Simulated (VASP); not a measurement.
Input for VASP

File POSCAR:
```
Li3N
1
    1.8250000000    -3.1609930000     0.0000000000
    1.8250000000     3.1609930000     0.0000000000
    0.0000000000     0.0000000000     3.8700000000
Li N
3 1
Cartesian
  0.3333330000   0.6666670000   0.0000000000
  0.6666670000   0.3333330000   0.0000000000
  0.0000000000   0.0000000000   0.5000000000
  0.0000000000   0.0000000000   0.0000000000
```

**KPOINTS**
```
Automatic mesh
0
Gamma
5 5 5
0 0 0
```

### INCAR
```
SYSTEM = Li3N
PREC = Accurate
ENCUT = 520
EDIFF = 1E-6
NELM = 100
ALGO = Normal
LREAL = .FALSE.
LASPH = .TRUE.
ISMEAR = 0
SIGMA = 0.05
GGA = PE
LWAVE = .FALSE.
LCHARG = .FALSE.
ISIF = 2
```

POTCAR, in this order: Li_sv N (PBE.64 set). Program: vasp_std.

What happens when VASP runs on this input?

There is a fault: fractional coordinates stand under the word Cartesian. VASP stops with an error: ERROR FEXCP: supplied Exchange-correletion table is too small, maximal index : 5352 ----> I REFUSE TO CONTINUE WITH THIS SICK JOB ... BYE!!! <----

standard output:
```
...
DAV:  76    -0.110377033357E+03    0.11996E+02   -0.30448E+01  1554   0.783E+01    0.641E+02
DAV:  77    -0.110117120357E+03    0.25991E+00   -0.29636E+00  2002   0.208E+01    0.636E+02
DAV:  78    -0.116243060962E+03   -0.61259E+01   -0.32253E+00  1569   0.263E+01    0.640E+02
DAV:  79    -0.114919618213E+03    0.13234E+01   -0.44822E-01  1659   0.918E+00    0.640E+02
DAV:  80    -0.111115471738E+03    0.38041E+01   -0.89700E+00  1521   0.217E+01    0.639E+02
DAV:  81    -0.139550770938E+03   -0.28435E+02   -0.53414E+01  1951   0.778E+01    0.550E+02
DAV:  82    -0.138292852378E+03    0.12579E+01   -0.33749E+00  2194   0.172E+01    0.551E+02
DAV:  83    -0.137083272362E+03    0.12096E+01   -0.51429E-01  1719   0.104E+01    0.542E+02
DAV:  84    -0.122139497619E+03    0.14944E+02   -0.98151E+01  1560   0.933E+01    0.539E+02
DAV:  85    -0.118976610334E+03    0.31629E+01   -0.41644E+00  2189   0.253E+01    0.533E+02
DAV:  86    -0.148169026097E+03   -0.29192E+02   -0.63185E+01  1912   0.109E+02    0.560E+02
DAV:  87    -0.144329239358E+03    0.38398E+01   -0.79406E+00  2158   0.338E+01    0.537E+02
DAV:  88    -0.144490405770E+03   -0.16117E+00   -0.32438E-01  2154   0.736E+00    0.533E+02
DAV:  89    -0.141790349064E+03    0.27001E+01   -0.40380E+00  1503   0.163E+01    0.536E+02
DAV:  90    -0.129546260216E+03    0.12244E+02   -0.35949E+01  1883   0.659E+01    0.488E+02
DAV:  91    -0.520319861757E+03   -0.39077E+03   -0.28451E+03  1635   0.694E+02    0.174E+03
DAV:  92    -0.519399562966E+03    0.92030E+00   -0.33066E+02  1787   0.252E+02    0.213E+03
DAV:  93    -0.506052901708E+03    0.13347E+02   -0.32566E+01  1683   0.868E+01    0.202E+03
DAV:  94    -0.615600860921E+03   -0.10955E+03   -0.98069E+01  1638   0.163E+02    0.236E+03
DAV:  95    -0.647237993790E+03   -0.31637E+02   -0.22074E+01  1913   0.712E+01    0.251E+03
DAV:  96    -0.585083888615E+03    0.62154E+02   -0.28151E+01  1575   0.105E+02    0.218E+03
DAV:  97    -0.534043885183E+03    0.51040E+02   -0.43713E+01  1386   0.130E+02    0.204E+03
DAV:  98    -0.551832999965E+03   -0.17789E+02   -0.10682E+01  1695   0.428E+01    0.207E+03
DAV:  99    -0.539640030282E+03    0.12193E+02   -0.21265E+01  1455   0.664E+01    0.203E+03
DAV: 100    -0.538799097602E+03    0.84093E+00   -0.80364E-01  1397   0.148E+01

 -----------------------------------------------------------------------------
|                                                                             |
|           W    W    AA    RRRRR   N    N  II  N    N   GGGG   !!!           |
|           W    W   A  A   R    R  NN   N  II  NN   N  G    G  !!!           |
|           W    W  A    A  R    R  N N  N  II  N N  N  G       !!!           |
|           W WW W  AAAAAA  RRRRR   N  N N  II  N  N N  G  GGG   !            |
|           WW  WW  A    A  R   R   N   NN  II  N   NN  G    G                |
|           W    W  A    A  R    R  N    N  II  N    N   GGGG   !!!           |
|                                                                             |
|     The electronic self-consistency was not achieved in the given           |
|     number of steps (NELM). The forces and other quantities evaluated       |
|     might not be reliable so examine the results carefully. If you find     |
|     spurious results, we suggest increasing NELM, if you were close to      |
|     convergence or switching to a different ALGO or adjusting the           |
|     density mixing parameters otherwise.                                    |
|                                                                             |
 -----------------------------------------------------------------------------

 -----------------------------------------------------------------------------
|                                                                             |
|     EEEEEEE  RRRRRR   RRRRRR   OOOOOOO  RRRRRR      ###     ###     ###     |
|     E        R     R  R     R  O     O  R     R     ###     ###     ###     |
|     E        R     R  R     R  O     O  R     R     ###     ###     ###     |
|     EEEEE    RRRRRR   RRRRRR   O     O  RRRRRR       #       #       #      |
|     E        R   R    R   R    O     O  R   R                               |
|     E        R    R   R    R   O     O  R    R      ###     ###     ###     |
|     EEEEEEE  R     R  R     R  OOOOOOO  R     R     ###     ###     ###     |
|                                                                             |
|     ERROR FEXCP: supplied Exchange-correletion table                        |
|      is too small, maximal index : 5352                                     |
|                                                                             |
|       ---->  I REFUSE TO CONTINUE WITH THIS SICK JOB ... BYE!!! <----       |
|                                                                             |
 -----------------------------------------------------------------------------
```

To mend it, correct POSCAR.
File POSCAR:
```
Li3N
1
    1.8250000000    -3.1609930000     0.0000000000
    1.8250000000     3.1609930000     0.0000000000
    0.0000000000     0.0000000000     3.8700000000
Li N
3 1
Direct
  0.3333330000   0.6666670000   0.0000000000
  0.6666670000   0.3333330000   0.0000000000
  0.0000000000   0.0000000000   0.5000000000
  0.0000000000   0.0000000000   0.0000000000
```
The mended run (PBE GGA, plane waves, VASP's PBE PAW potentials (set 64)) converges, and its OSZICAR ends with
```
   1 F= -.15625267E+02 E0= -.15625267E+02  d E =-.537787E-17
```

The compound is Li3N in the alpha structure. The cell was not relaxed at this level.
